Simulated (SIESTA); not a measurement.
## In in SIESTA: the effect of functional

In, a slab with vacuum:

```xyz
5
Lattice="3.3393 0.0000 0.0000 -1.6696 2.8919 0.0000 0.0000 0.0000 25.9317" Properties=species:S:1:pos:R:3 pbc="T T T"
In    1.6696    0.9640    7.5000
In    0.0000    0.0000   10.2243
In    1.6696    0.9640   12.9659
In    0.0000    1.9279   15.7075
In    1.6696    0.9640   18.4317
```

The slab is cut from a database's or a generator's crystal, which needn't be the stable form of the element.

Alike in all runs:

* Program: SIESTA 5.4.2
* Task: single point
* Potentials or basis: PseudoDojo 0.4 standard (PBE files)
* Basis: DZP (energy shift 0.003 Ry; two zetas on semicore shells)
* Grid cutoff: 500 Ry
* Energy shift: 0.003 Ry
* k mesh: 9 × 9 × 1
* Occupations: fermi-dirac, width 0.05 eV
* Spin: no spin polarisation

| functional | largest force (eV/Å) |
| --- | --- |
| PBE | 0.23 |
| vdW-DF | 0.44 |
| vdW-DF2 | 0.61 |
| optB88-vdW | ? |
| vdW-DF-C09 | 0.13 |
| vdW-DF-cx | 0.13 |
| VV10 | 0.30 |

**Question.** What does the run with functional optB88-vdW give?

**Answer.** Largest force 0.26 eV/Å.

Caveats: the potentials were made for another functional, which shifts forces and pressure (some runs); the non-local part is tabulated coarsely and may be off by about a percent (some runs).
